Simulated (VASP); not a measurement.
Here is a VASP 6.6.1 calculation.

The input INCAR:

```
PREC = Accurate
ENCUT = 600
EDIFF = 1E-7
ISMEAR = 0
SIGMA = 0.03
LREAL = False
LASPH = True
NELM = 80
ALGO = Normal
ISIF = 3
LWAVE = False
LCHARG = False
GGA = PS
IBRION = 2
NSW = 90
EDIFFG = -0.005
```

KPOINTS

```
Automatic mesh
0
Gamma
  10 10 10
```

The input POSCAR:

```
GaN                                     
1.0
    0.0000000000      2.2470866998      2.2470866998
    2.2470866998     -0.0000000000      2.2470866998
    2.2470866998      2.2470866998      0.0000000000
  Ga              N             
     1     1
Direct
     0.0000000000000000    0.0000000000000000    0.0000000000000000
     0.7500000000000000    0.7500000000000000    0.7500000000000000
```

Potentials or basis: VASP PAW PBE potentials, release 64 (Ga_d, N).

Command:

```console
$ cat potpaw_PBE.64/Ga_d/POTCAR potpaw_PBE.64/N/POTCAR > POTCAR
$ mpirun -np 1 vasp_std > vasp.out
```

(1) Estimate the band gap on the k mesh.

(2) What does it give for the relaxed cell?

Answers

(1) 1.73 eV, direct.

(2) a = 3.179 Å, b = 3.179 Å, c = 3.179 Å, α = 60.00°, β = 60.00°, γ = 60.00°.
